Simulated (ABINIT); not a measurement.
Here is an ABINIT 10.8.3 (patched build) calculation.

The input run.abi:

```
pp_dirpath "./"
pseudos "Pb.upf, S.upf"

acell 3*1.0
rprim
     3.9305409457   -11.3219102062     0.0000000000
     3.9305409457    11.3219102062     0.0000000000
     0.0000000000     0.0000000000     8.0867445760
ntypat 2
znucl 82 16
natom 4
typat 1 1 2 2
xred
     0.1305633500     0.8694366500     0.2500000000
     0.8694366500     0.1305633500     0.7500000000
     0.3547970900     0.6452029100     0.2500000000
     0.6452029100     0.3547970900     0.7500000000
chkprim 0
chksymtnons 0
tolsym 1.0e-6

ecut 653.073270 eV

kptopt 1
ngkpt 5 5 4
nshiftk 1
shiftk 0.0 0.0 0.0

ixc -116133

nband 24
occopt 3
tsmear 0.05 eV

nstep 100
tolvrs 1.0e-10

iomode 3
prtwf 0
prtden 0
prteig 0
prtebands 0
```

Potentials or basis: PseudoDojo NC SR PBEsol v0.4.1 standard.

Command:

```console
$ abinit run.abi > log 2>&1
```

Problem. Predict the pressure.

Solution. -2.2 GPa.

Problem. Estimate the largest force.

Solution. 0.029 eV/Å.

Problem. What does it give for the band gap on the k mesh?

Solution. 1.19 eV, direct.

Stress tensor (GPa, compression positive):
```
-2.33  0.00  0.00
 0.00 -1.75  0.00
 0.00  0.00 -2.50
```

Caveat: spin-orbit coupling is left out, which as a rule narrows the gap of such compounds by several tenths of an eV; an odd mesh through Γ misses points on the zone boundary, where band edges often lie.
